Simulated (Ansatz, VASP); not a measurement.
# MnSi in VASP and in Ansatz

Contents of INCAR:

```
SYSTEM = MnSi
ALGO = Normal
EDIFF = 1E-7
ENCUT = 520
GGA = PE
ISIF = 2
ISMEAR = -1
ISPIN = 2
LASPH = .True.
LCHARG = .False.
LMAXMIX = 4
LORBIT = 11
LREAL = .False.
LWAVE = .False.
MAGMOM = 4 0
NBANDS = 20
NELM = 150
PREC = Accurate
SIGMA = 0.05
```

KPOINTS

```
k-points
0
Gamma
  9 9 9
  0 0 0
```

File POSCAR:

```
MnSi
1.0
    0.0000000000      2.5272246000      2.5272246000
    2.5272246000      0.0000000000      2.5272246000
    2.5272246000      2.5272246000      0.0000000000
Mn Si
1 1
Direct
    0.0000000000      0.0000000000      0.0000000000
    0.2500000000      0.2500000000      0.2500000000
```

The input input.yaml:

```yaml
crystal:
  lattice:
    - [0.0, 2.5272246, 2.5272246]
    - [2.5272246, 0.0, 2.5272246]
    - [2.5272246, 2.5272246, 0.0]
  atoms:
    - { symbol: Mn, position: [0.0, 0.0, 0.0], spin: 4.0 }
    - { symbol: Si, position: [0.25, 0.25, 0.25] }
hamiltonian:
  xc: pbe
  pseudopotentials: { kind: paw }
magnetization:
  spin_polarized: true
kpoints:
  mp_grid: { grid: [9, 9, 9] }
scf:
  occupations: { method: fermi_dirac, width: 0.05 }
output:
  forces: true
  stress: true
  eigenvalues: true
```

The cell was built by a generator and needn't be a form met in nature.

Alike in both runs: task single point; functional PBE; k mesh 9 × 9 × 9; occupations fermi-dirac, width 0.05 eV; collinear spin, ferromagnetic start.

```csv
,VASP,Ansatz
version,VASP 6.6.1,Ansatz 0.2.0
potentials or method,"VASP PAW PBE potentials, release 64 (Mn_pv, Si)",Ansatz PAW
plane-wave cutoff (eV),520,420
valence electrons in the cell,17,19
```

|  | VASP | Ansatz | Ansatz less VASP |
| --- | --- | --- | --- |
| gap on the k mesh at the Fermi level (eV) | none | none | - |
| pressure (GPa) | 19.0 | 19.0 | +0.04 |
| net moment per atom (μB) | 1.02 | 1.02 | +0.001 |
| size of the moment on the site where the two differ most (μB) | 2.17 | 2.00 | -0.177 |

Site moments also hang on the region over which each program counts them. A gap of «none» marks a metal or a gap that the smearing closes. The functional is the same, so the differences come from potentials, cutoffs and numerics. The two sets of potentials don't hold the same shells in valence.

Caveats: so large a pressure means that the cell lies far from this level's equilibrium, or that cutoff or potentials fall short.
